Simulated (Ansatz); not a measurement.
Runs of Ansatz 0.2.0 on Ag. Symmetry: Im-3m, No. 229, cubic system. The conventional cell has a = 3.311 Å, b = 3.311 Å, c = 3.311 Å, α = 90.00°, β = 90.00°, γ = 90.00°. Ag (site symmetry m-3m) has 8 Ag at 2.87 Å as nearest neighbours. This isn't the form of Ag at room conditions, which is fcc.

```tsv
task	level	spin	cell	k mesh	smearing	atoms under strain	points for each segment of the path	gap on the mesh (eV)	pressure (GPa)	relaxed volume (Å³/atom)
single point	PBE	off	strained by +4 %	11 × 11 × 11	fermi-dirac 0.05 eV	-	-	none	(c)	-
phonons	PBEsol	off	as given	8 × 8 × 8	fermi-dirac 0.05 eV	-	-	none	-	-
single point	PBE	off	as given	11 × 11 × 11	gaussian 0.011 eV	-	-	none	-0.8	-
relaxation of cell and atoms	PBEsol	off	relaxed	11 × 11 × 11	fermi-dirac 0.05 eV	-	-	none	0.0	16.79
relaxation of cell and atoms	PBEsol+D3(BJ)	off	relaxed	11 × 11 × 11	fermi-dirac 0.05 eV	-	-	none	0.0	16.04
relaxation of cell and atoms	PBE	off	relaxed	11 × 11 × 11	fermi-dirac 0.05 eV	-	-	none	0.0	17.99
elastic constants	PBE	off	as given	8 × 8 × 8	fermi-dirac 0.05 eV	relaxed	-	none	-0.7	-
single point	PBE	off	strained by -4 %	11 × 11 × 11	fermi-dirac 0.05 eV	-	-	none	(b)	-
band structure	PBE	SOC, no magnetisation	as given	8 × 8 × 8	fermi-dirac 0.05 eV	-	14	none	(a)	-
band structure	LDA	off	as given	11 × 11 × 11	fermi-dirac 0.05 eV	-	14	none	-11.5	-
single point	PBE	off	strained by +2 %	11 × 11 × 11	fermi-dirac 0.05 eV	-	-	none	-3.8	-
```

Alike in all rows: potentials or basis Ansatz PAW; cutoff (eV) 420.

Task: Fill in the values left out.

Result: (a) -0.9; (b) 7.8; (c) -6.2.

Caveats: the PAW data sets come from PBE, with cores solved anew for the run's functional, which leaves a small shift of forces and pressure (some runs); the plane-wave basis is chosen anew once the cell has moved, so the energies of steps on either side of that aren't comparable (some runs); pairwise dispersion overbinds metals, which lowers pressure and volume (some runs); the elastic tensor has a negative eigenvalue, so either the cell is unstable as it stands or the mesh is too thin (some runs).

A k mesh can miss the band edges, and rows without SOC leave out spin-orbit coupling on Ag.

A gap of «none» marks a metal or a gap under the smearing width.
